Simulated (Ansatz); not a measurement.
Runs of Ansatz 0.2.0 on N. Symmetry: P6_3/mmc, No. 194, hexagonal system. The conventional cell has a = 2.519 Å, b = 2.519 Å, c = 2.446 Å, α = 90.00°, β = 90.00°, γ = 120.00°. Around N (site symmetry -6m2) lie 6 N at 1.90 Å. The real solid is made of molecules; this cell is a model form.

```tsv
task	level	potentials or basis	spin	k mesh	cutoff (eV)	smearing	screening (1/Å)	share of exact exchange	points for each segment of the path	mesh quality	gap on the mesh (eV)	pressure (GPa)
single point	HSE06 form with a typed share of exact exchange	Ansatz PAW	off	6 × 6 × 6	420	fermi-dirac 0.05 eV	0.4	0.25	-	coarse	none	-
projected density of states	PBEsol	JTH PAW	off	12 × 12 × 11	1320	fermi-dirac 0.1 eV	-	-	-	not flagged	none	(a)
single point	LDA	Ansatz PAW	off	12 × 12 × 11	420	gaussian 0.02 eV	-	-	-	not flagged	none	-7.1
band structure	HSE03+D3(BJ)	JTH PAW	off	8 × 8 × 7	1320	fermi-dirac 0.1 eV	-	-	4	coarse	none	-
ladder of functionals	BLYP	Ansatz PAW earlier set	collinear, antiferromagnetic start	12 × 12 × 11	900	cold 0.01 eV	-	-	-	not flagged	none	25.7
single point	LC-wPBE+D3(BJ)	Ansatz PAW	off	7 × 7 × 6	420	methfessel-paxton 0.05 eV	-	-	-	coarse	none	-
single point	HSE06 form with a typed share of exact exchange	Ansatz PAW	off	6 × 6 × 6	420	fermi-dirac 0.05 eV	0.1	0.25	-	coarse	none	-
projected density of states	BLYP+D4	Ansatz PAW	off	12 × 12 × 11	420	fixed	-	-	-	not flagged	none	34.9
```

Alike in all rows: cell as given.

Estimate the missing entries.

(a) -1.2.

Caveats: some runs use coarse meshes; the PAW data sets come from PBE, with cores solved anew for the run's functional, which leaves a small shift of forces and pressure (some runs); pairwise dispersion overbinds metals, which lowers pressure and volume (some runs); the potentials were made for another functional, which shifts forces and pressure (some runs); so large a pressure means that the cell lies far from this level's equilibrium, or that cutoff or potentials fall short (some runs); a pressure of tens of GPa on the cell as given is suspect, and the run, the potentials or the cell itself is likely at fault (some runs).

A k mesh can miss the band edges.

A gap of «none» marks a metal or a gap under the smearing width.

Not every run made on this cell is shown here.
